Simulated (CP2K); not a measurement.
The system is Ti.

```xyz
1
Lattice="2.8709 0.0000 0.0000 1.4354 2.4862 0.0000 1.4354 0.8287 2.3440" Properties=species:S:1:pos:R:3 pbc="T T T"
Ti    0.0000    0.0000    0.0000
```

This isn't the form of Ti at room conditions, which is hcp.

Base run:

```yaml
Program: CP2K 2026.2
Functional: PBEsol
Potentials_or_basis: POTENTIAL_UZH Ti GTH-PBE-q12; TZVP-MOLOPT-PBE-GTH basis
Density_cutoff: 6123 eV
k_mesh: 11 × 11 × 11
Occupations: gaussian, width 0.02 eV
Spin: no spin polarisation
```

Its results: band gap on the k mesh none (metal or under the smearing width); pressure -0.6 GPa.

**Question.** The run is repeated on the same cell with these changes: functional from PBEsol to PBE; occupations from gaussian, width 0.02 eV to gaussian, width 0.05 eV. What comes out?

**Answer.** Band gap on the k mesh none (metal or under the smearing width); pressure 4.0 GPa.

Caveats: the basis of atomic orbitals isn't converged, which shifts pressures, moduli and gaps; the potentials were made for another functional, which shifts forces and pressure (some runs).
